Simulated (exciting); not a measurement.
Here is an exciting (release sodium) calculation.

File input.xml:

```xml
<input>
  <title>Si</title>
  <structure speciespath="./" tshift="false">
    <crystal scale="1.88972612463">
      <basevect>2.662250300000 -0.036242330000 -0.006830950000</basevect>
      <basevect>-1.362511930000 2.231760680000 0.041896510000</basevect>
      <basevect>-0.006429030000 0.041819640000 2.487760730000</basevect>
    </crystal>
    <species speciesfile="Si.xml" rmt="2">
      <atom coord="0.000000000000 0.000000000000 0.000000000000"/>
    </species>
  </structure>
  <groundstate do="fromscratch" ngridk="8 8 8" rgkmax="6.5" gmaxvr="14" lmaxapw="10" lmaxmat="10" lmaxvr="8" stype="Fermi Dirac" swidth="0.00183747" nempty="8" ValenceRelativity="zora" epsengy="1e-05" epspot="1e-05" maxscl="60" outputlevel="low" vdWcorrection="DFTD2">
    <libxc exchange="XC_GGA_X_PBE" correlation="XC_GGA_C_PBE"/>
    <mgga exchange="XC_MGGA_X_R2SCAN" correlation="XC_MGGA_C_R2SCAN"/>
  </groundstate>
  <properties>
    <DFTD2/>
  </properties>
</input>
```

Potentials or basis: all-electron LAPW+lo, shipped species files, valence relativity zora.

Run with:

```console
$ OMP_NUM_THREADS=1 exciting_smp
```

What does it give for the dispersion energy per atom?

-0.278 eV.

What does it give for the band gap on the k mesh?

None (metal or under the smearing width).

Caveat: this version's total energy under meta-GGAs is doubtful, so none is listed.
